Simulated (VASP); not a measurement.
# BaTiO3 (P4mm) in VASP: a series of runs, part 2 of 2

VASP 6.6.1. The steps go on from the part before.

## Step 5: Relaxation of cell and atoms, PBE

This run uses another cell than the first one, of 13.21 Å³/atom, 1.027 times its volume.

File INCAR:

```
SYSTEM = BaTiO3
PREC = Accurate ; ENCUT = 300
EDIFF = 1E-7 ; ISMEAR = 0
SIGMA = 0.03 ; LREAL = .False.
LASPH = .True. ; NELM = 80
ALGO = Normal ; ISIF = 3
LWAVE = .False. ; LCHARG = .False.
GGA = PE ; IBRION = 2
NSW = 90 ; EDIFFG = -0.005
KPAR = 2
```

File KPOINTS:

```
regular mesh
0
Gamma
  4 4 4
  0 0 0
```

File POSCAR:

```
BaTiO3                                  
1.0
    4.0014687090      0.0000000000      0.0000000000
    0.0000000000      4.0014687090     -0.0000000000
    0.0000000000     -0.0000000000      4.1248193683
  Ba              Ti              O             
     1     1     3
Direct
     0.0000000000000000    0.0000000000000000    0.9958384261252218
     0.5000000000000000    0.5000000000000000    0.4785891867485141
     0.5000000000000000    0.5000000000000000    0.0324945318791556
     0.5000000000000000    0.0000000000000000    0.5180389276235574
     0.0000000000000000    0.5000000000000000    0.5180389276235574
```

Potentials or basis: VASP PAW PBE potentials, release 64 (Ba_sv, Ti_sv, O_s).

Started as:

```bash
> cat potpaw_PBE.64/Ba_sv/POTCAR potpaw_PBE.64/Ti_sv/POTCAR potpaw_PBE.64/O_s/POTCAR > POTCAR
> mpirun -np 2 vasp_std > vasp.out
```

OUTCAR:

```text
SYSTEM = BaTiO3
   PREC = Accurate
   ENCUT = 300
   EDIFF = 1E-7
   ISMEAR = 0
   LREAL = .False.
   LASPH = .True.
   NELM = 80
   ISIF = 3
   GGA = PE
   IBRION = 2
   NSW = 90
   EDIFFG = -0.005

 ion  position               nearest neighbor table
   1  0.000  0.000  0.996-   4 2.81   5 2.81   5 2.81   4 2.81   3 2.83   3 2.83   3 2.83   3 2.83
                             4 2.94   5 2.94   5 2.94   4 2.94   2 3.46   2 3.46   2 3.46   2 3.46
   2  0.500  0.500  0.479-   3 1.84   4 2.01   5 2.01   4 2.01   5 2.01   3 2.28   1 3.46   1 3.46
                             1 3.46   1 3.46   1 3.54   1 3.54   1 3.54   1 3.54
   3  0.500  0.500  0.032-   2 1.84   2 2.28   1 2.83   1 2.83   1 2.83   1 2.83
   4  0.500  0.000  0.518-   2 2.01   2 2.01   1 2.81   1 2.81   1 2.94   1 2.94
   5  0.000  0.500  0.518-   2 2.01   2 2.01   1 2.81   1 2.81   1 2.94   1 2.94

  LATTYP: Found a simple tetragonal cell.
 ALAT       =     4.0014687090
 C/A-ratio  =     1.0308263461

  Lattice vectors:

 A1 = (   4.0014687090,   0.0000000000,   0.0000000000)
 A2 = (   0.0000000000,   4.0014687090,   0.0000000000)
 A3 = (   0.0000000000,   0.0000000000,   4.1248193683)

Analysis of symmetry for initial positions (statically):
=====================================================================
 Subroutine PRICEL returns:
 Original cell was already a primitive cell.

 Routine SETGRP: Setting up the symmetry group for a
 simple tetragonal supercell.

 Subroutine GETGRP returns: Found  8 space group operations
 (whereof  8 operations were pure point group operations)
 out of a pool of 16 trial point group operations.

The static configuration has the point symmetry C_4v.

Analysis of symmetry for dynamics (positions and initial velocities):
=====================================================================
 Subroutine PRICEL returns:
 Original cell was already a primitive cell.

 Routine SETGRP: Setting up the symmetry group for a
 simple tetragonal supercell.

 Subroutine GETGRP returns: Found  8 space group operations
[... 126 lines left out ...]
   LORBIT       =      0    0 simple, 1 ext, 2 COOP (PROOUT), +10 PAW based schemes
   GGA     = PE    functional components
   LHFCALC =     F    Hartree Fock is set to
   AEXX    =    0.0000 exact exchange contribution
   IVDW    =     0    specifies the selected vdW correction
   LEPSILON=     F    determine dielectric tensor
   LRPA    =     F    only Hartree local field effects (RPA)
 conjugate gradient relaxation of ions
 non-spin polarized calculation
 Gauss-broadening in eV      SIGMA  =   0.03
  energy-cutoff  :      300.00
  volume of cell :       66.05
 maximum number of plane-waves:       796
 NGX is ok and might be reduce to    24
   NGX = 11   NGY = 11   NGZ = 11

--------------------------------------- Ionic step        1  -------------------------------------------

 number of electron      40.0000017 magnetization

 Free energy of the ion-electron system (eV)
  ---------------------------------------------------
  ext. energy  EPLUGINS =         0.00000000
  ---------------------------------------------------
  free energy    TOTEN  =       -40.00879120 eV

  energy without entropy =      -40.00879120  energy(sigma->0) =      -40.00879120

------------------------ aborting loop because EDIFF is reached ----------------------------------------

  FORCE on cell =-STRESS in cart. coord.  units (eV):
  Direction    XX          YY          ZZ          XY          YZ          ZX
  --------------------------------------------------------------------------------------
  -------------------------------------------------------------------------------------
  Total        0.1172286      0.1172286      0.3555210      0.0000000      0.0000000      0.0000000
  in kB        2.8438083      2.8438083      8.6244640      0.0000000      0.0000000      0.0000000
  external PRESSURE =       4.7706936 kB  Pullay stress =       0.0000000 kB
[... 98 lines left out ...]
  FREE ENERGIE OF THE ION-ELECTRON SYSTEM (eV)
  ---------------------------------------------------
  free  energy   TOTEN  =       -40.0091944665 eV

  energy  without entropy=      -40.0091944665  energy(sigma->0) =      -40.00919447

[... ionic steps 4 to 10 ...]

--------------------------------------- Ionic step       11  -------------------------------------------

 number of electron      40.0000006 magnetization

------------------------ aborting loop because EDIFF is reached ----------------------------------------
[... 73 lines left out ...]
--------------------------------------- Ionic step       13  -------------------------------------------

 number of electron      40.0000006 magnetization

 Free energy of the ion-electron system (eV)
  ---------------------------------------------------
  ext. energy  EPLUGINS =         0.00000000
  ---------------------------------------------------
  free energy    TOTEN  =       -40.00981514 eV

  energy without entropy =      -40.00981514  energy(sigma->0) =      -40.00981514

 E-fermi :   4.2729     XC(G=0): -11.0637

 val. band max:        3.9910560499   @ k =   0.5000   0.5000   0.5000
 cond. band min:       5.7498307425   @ k =   0.0000   0.0000   0.0000
 fundamental gap:      1.7587746926
 Fermi energy:         4.2728706541

 k-point     1 :       0.0000    0.0000    0.0000
  band No.  band energies     occupation
      1     -52.6529      2.00000
      2     -28.9842      2.00000
      3     -28.8831      2.00000
      4     -28.8831      2.00000
      5     -21.1176      2.00000
      6     -12.9642      2.00000
[... 507 lines left out ...]
  FREE ENERGIE OF THE ION-ELECTRON SYSTEM (eV)
  ---------------------------------------------------
  free  energy   TOTEN  =       -40.0098151365 eV

  energy  without entropy=      -40.0098151365  energy(sigma->0) =      -40.00981514

 reached required accuracy - stopping structural energy minimisation
```

Run time: 41 s. Hardware: 2 MPI ranks of Intel Xeon Platinum 8488C (Sapphire Rapids), shared host; peak memory 0.13 GiB.

These settings aren't checked as converged: the numbers below hold their error.

Results:

* Free energy: -40.0098 eV
* Relaxed volume: 13.28 Å³/atom
* Relaxed cell: a = 3.998 Å, b = 3.998 Å, c = 4.154 Å, α = 90.00°, β = 90.00°, γ = 90.00°
* Space group after relaxing (to 0.05 Å): P4mm (No. 99)
* Energy gained by relaxing: 0.2 meV/atom
* Ionic steps: 13
* Band gap on the k mesh: 1.76 eV, indirect (least direct gap 2.27 eV)

Caveat: the cutoff is under 1.25 times the usual one of these potentials, so pressure, stress and relaxed cells hold a basis-set (Pulay) error; spin-orbit coupling is left out, which moves the levels of the heavy elements.
